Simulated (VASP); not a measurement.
A run of VASP 6.6.1 is set up as follows.

INCAR

```
PREC = Accurate
ENCUT = 520
EDIFF = 1E-6
ISMEAR = 0
SIGMA = 0.1
LREAL = False
LASPH = True
NELM = 150
ALGO = Fast
ISIF = 2
LWAVE = False
LCHARG = False
ISPIN = 2
MAGMOM = 4 -4 0 0 0 0
LORBIT = 11
LMAXMIX = 4
GGA = PE
NBANDS = 40
```

KPOINTS

```
regular mesh
0
Gamma
  4 4 4
```

Contents of POSCAR:

```
MnF2
1.0
    0.0000000000      4.2604333000      4.2604333000
    4.2604333000      0.0000000000      4.2604333000
    4.2604333000      4.2604333000      0.0000000000
Mn F
2 4
Direct
    0.5000000000      0.5000000000      0.5000000000
    0.7500000000      0.7500000000      0.7500000000
    0.1250000000      0.6250000000      0.6250000000
    0.6250000000      0.1250000000      0.6250000000
    0.6250000000      0.6250000000      0.1250000000
    0.6250000000      0.6250000000      0.6250000000
```

Potentials or basis: VASP PAW PBE potentials, release 64 (Mn_pv, F).

Launch:

```sh
$ cat potpaw_PBE.64/Mn_pv/POTCAR potpaw_PBE.64/F/POTCAR > POTCAR
$ mpirun -np 1 vasp_std > vasp.out
```

Task: What does it give for the site moments?

Result: Mn +4.29, -4.29; F +0.00 μB.

Task: What does it give for the band gap on the k mesh?

Result: 1.90 eV, indirect (least direct gap 2.05 eV).

A k mesh can miss the band edges. PBE gaps usually lie below the measured ones, often by a third to a half.
